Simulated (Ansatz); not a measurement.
A (100) slab of Si2Ni (Fm-3m (No. 225)), 11 planes, outer planes Si (top) and Si (bottom), with 17 atoms (Si12Ni5) in a surface cell of A = 14.534 Å², as cut from the bulk:

```yaml
crystal:
  lattice:
    - [3.81230, 0.00000, 0.00000]
    - [0.00000, 3.81230, 0.00000]
    - [0.00000, 0.00000, 28.47852]
  atoms:
    - { symbol: Si, position: [0.50000, 0.00000, 0.26336] }
    - { symbol: Si, position: [0.00000, 0.50000, 0.26336] }
    - { symbol: Ni, position: [0.50000, 0.50000, 0.31069] }
    - { symbol: Si, position: [0.00000, 0.50000, 0.35801] }
    - { symbol: Si, position: [0.50000, 0.00000, 0.35801] }
    - { symbol: Ni, position: [0.00000, 0.00000, 0.40534] }
    - { symbol: Si, position: [0.50000, 0.00000, 0.45267] }
    - { symbol: Si, position: [0.00000, 0.50000, 0.45267] }
    - { symbol: Ni, position: [0.50000, 0.50000, 0.50000] }
    - { symbol: Si, position: [0.00000, 0.50000, 0.54733] }
    - { symbol: Si, position: [0.50000, 0.00000, 0.54733] }
    - { symbol: Ni, position: [0.00000, 0.00000, 0.59466] }
    - { symbol: Si, position: [0.50000, 0.00000, 0.64199] }
    - { symbol: Si, position: [0.00000, 0.50000, 0.64199] }
    - { symbol: Ni, position: [0.50000, 0.50000, 0.68931] }
    - { symbol: Si, position: [0.00000, 0.50000, 0.73664] }
    - { symbol: Si, position: [0.50000, 0.00000, 0.73664] }
```

Theory: DFT PBEsol, scalar-relativistic, plane waves, PAW in Ansatz. Plane waves to 420 eV, a k mesh through Γ of 9×9×1 on the computed 17-atom cell and Gaussian smearing (0.10 eV); no spin polarisation.

The relaxed slab holds 5 formula units of Si$_{2}$Ni and 2 further Si. Against those formula units in the bulk and the further Si in its standard state it lies 2.716 eV higher. The formation energy of Si$_{2}$Ni from the standard states is -1.359 eV a formula unit (uncorrected, no zero-point or thermal terms).

Q: Over what range can the chemical potential of Si vary, and what is the surface energy at both ends?

A: In contact with the bulk, 2μ(Si) + μ(Ni) is fixed. With Δμ counted from the standard states, Δμ(Si) ≤ 0 keeps elemental Si from forming, and Δμ(Ni) ≤ 0 requires Δμ(Si) ≥ ΔH/2 = -0.679 eV. Other compounds of Si and Ni can narrow this range. Then γ, the mean of both faces, = [2.716 eV − 2.00·Δμ(Si)]/(2A). At the Si-rich end (Δμ = 0): 2.716/(2 × 14.534) × 16.02 = 1.50 J/m². At the Si-poor end: (2.716 + 1.358)/(2 × 14.534) × 16.02 = 2.25 J/m².

Q: How does its energy depend on growth conditions?

A: It carries an excess of Si, so its energy falls by 1.10 J/m² for each eV that μ(Si) rises: Si-rich conditions lower it; whether it appears depends on the other terminations.

Spin polarisation was left out, and a magnetic state may lie lower.

The Si-terminated (100) face costs 1.50 J/m² at the Si-rich end and 2.25 J/m² at the Si-poor end. That slope follows purely from the surplus Si; the cost itself reflects broken bonds. In the fluorite structure each Si has four Ni neighbours, and the cut removes two of them from every outermost Si, while the Ni layer beneath keeps its full shell of eight Si. The penalty therefore probably lies mainly in unsaturated Si sp states, only partly relieved by relaxation and metallic screening.

The two ends are not equally relevant. NiSi2 borders on NiSi in the phase diagram and is only weakly stable against decomposition into NiSi and Si, so the disilicide in equilibrium should stay close to the Si-rich end. The lower value is thus the better guide, and the upper one describes conditions under which Ni-richer silicides would form instead. Because the small surface cell excludes reconstructions with longer periods, such as ordered Si dimer patterns or missing Si atoms, the calculation doesn't establish the lowest-energy structure of a Si-rich face.
